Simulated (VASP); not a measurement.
SnSe2, 3 atoms in the cell. It takes space group P-3m1 (No. 164, trigonal). The conventional cell has a = 3.811 Å, b = 3.811 Å, c = 6.136 Å, α = 90.00°, β = 90.00°, γ = 120.00°. Sn (site symmetry -3m) is surrounded by 6 Se at 2.68 Å. Around Se (site symmetry 3m) lie 3 Sn at 2.68 Å. 

- Program: VASP 6.6.1
- Task: relaxation of cell and atoms
- Functional: vdW-DF
- Potentials or basis: VASP PAW PBE potentials, release 64 (Sn_d, Se)
- Cutoff: 600 eV
- k mesh: 8 × 8 × 5
- Occupations: fermi-dirac, width 0.05 eV
- Spin: no spin polarisation
- Further INCAR settings: ALGO = Fast; EDIFF = 1e-07; IBRION = 2; EDIFFG = -0.02; NSW = 40; ISIF = 3

Potentials or basis: VASP PAW PBE potentials, release 64 (Sn_d, Se).

Command:

```sh
$ cat potpaw_PBE.64/Sn_d/POTCAR potpaw_PBE.64/Se/POTCAR > POTCAR
$ mpirun -np 1 vasp_std > vasp.out
```

Hardware: 1 thread of Intel(R) Xeon(R) 6975P-C (Granite Rapids), with other jobs on the host.

Q: Estimate the wall time of this run.

A: Wall time 14 min on 1 thread of Intel(R) Xeon(R) 6975P-C (Granite Rapids), on a shared host, peak memory 0.5 GiB. Counts: scf iterations 142, k points 40, ion steps 14.
